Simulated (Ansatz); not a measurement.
**Na: energy along a strain**

Na, Im-3m, a = 4.235 Å (as given, not relaxed at this level: -0.2 GPa). Ansatz: PBE, PAW, 420 eV, Γ-centred 16×16×16 mesh on 1 atom, Gaussian smearing 0.15 eV; no spin polarisation. Cell vectors (Å): -2.118 2.118 2.118; 2.118 -2.118 2.118; 2.118 2.118 -2.118. The cell is strained by x per cent times the pattern (0 0 0 0 1 0) in the order xx yy zz yz xz xy (engineering shears), with fractional coordinates held. y is the free energy over the start, V0 = 37.978 Å³/atom. Symmetry makes y even in x. Points with a strain past 8.5 % were computed too (2) and aren't used here.

```tsv
x (%)	y (meV/atom)
-5.00	1.82
0.00	0.00
1.25	0.11
2.50	0.45
3.75	1.02
6.25	2.85
7.50	?
```

Task: Fit y = c2 x² + c4 x⁴ to the other rows, get the stiffness along the pattern, and predict the missing energy.

Result: Least squares on the rows shown. y = 0.07228 x² + 1.794×10⁻⁵ x⁴. The clamped-ion stiffness p·C·p = 2 × 0.7228 eV × 160.2 / 37.978 Å³ = 6.1 GPa, which is C55 in these axes (C44 of the cubic crystal). At x = 7.50 the fit asked for gives 4.12 meV/atom. The run gave 4.12 meV/atom, the same to the digits shown.